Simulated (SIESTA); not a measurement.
Ag under changes of volume

One of the cells (17.048 Å³/atom); the others are scaled copies at fixed shape and fractional positions:

```xyz
1
Lattice="0.0000 2.0427 2.0427 2.0427 0.0000 2.0427 2.0427 2.0427 0.0000" Properties=species:S:1:pos:R:3 pbc="T T T"
Ag    0.0000    0.0000    0.0000
```

| Property | Result |
| --- | --- |
| Program | SIESTA 5.4.2 |
| Functional | PBEsol |
| Potentials or basis | PseudoDojo 0.4 standard (PBEsol files) |
| Basis | DZP (energy shift 0.002 Ry) |
| Grid cutoff | 800 Ry |
| Energy shift | 0.002 Ry |
| k mesh | 11 × 11 × 11 |
| Occupations | fermi-dirac, width 0.05 eV |
| Spin | no spin polarisation |

```csv
volume (Å³/atom),energy over the lowest point (meV/atom),pressure (GPa)
16.025,13.06,6.0
16.366,3.56,3.1
16.707,0.00,0.5
17.048,2.18,-1.9
17.389,8.68,-3.9
17.730,?,?
18.071,32.58,-7.1
```

Task: What does the run at 17.730 Å³/atom give?

Result: Energy over the lowest point 18.91 meV/atom; pressure -5.6 GPa.

Worked out: A Birch-Murnaghan fit of order 3 (a polynomial in V^(-2/3)) to the other rows has its minimum at 16.74 Å³/atom with B0 = V·E''(V) = 121 GPa and B' = 7.1. It gives 19.03 meV/atom at 17.730 Å³/atom, against the run's 18.91, and -dE/dV = -5.7 GPa, against -5.6.

Energies are extrapolated to zero smearing.

Caveats: semicore shells carry a single zeta, which can move pressures by several GPa and volumes by a few percent; the basis of atomic orbitals isn't converged, which shifts pressures, moduli and gaps.
